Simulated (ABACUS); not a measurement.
**PbO2 in ABACUS: the effect of basis**

The system is PbO2.

```xyz
3
Lattice="-2.7020 0.0000 2.7020 0.0000 2.7020 2.7020 -2.7020 2.7020 0.0000" Properties=species:S:1:pos:R:3 pbc="T T T"
Pb    0.0000    0.0000    0.0000
O    -1.3510    1.3510    1.3510
O    -4.0530    4.0530    4.0530
```

The cell comes from a database or a generator and needn't be the stable form of this composition.

Alike in all runs:

```yaml
Program: ABACUS 3.10.1
Task: single point
Functional: PBE
Potentials_or_basis: PseudoDojo NC SR 0.4.1 PBE standard
k_mesh: 6 × 6 × 6
Occupations: fermi-dirac, width 0.05 eV
Spin: no spin polarisation
```

| basis | cutoff | pressure (GPa) |
| --- | --- | --- |
| DZP | 1361 eV | ? |
| TZDP | 1361 eV | 1.6 |
| pw | 1143 eV | 0.8 |

**Question.** What does the run with basis DZP give?

**Answer.** Pressure 5.1 GPa.

Caveats: the atomic orbitals were generated for these runs and aren't a published set (some runs); the basis of atomic orbitals isn't converged, which shifts pressures, moduli and gaps (some runs).
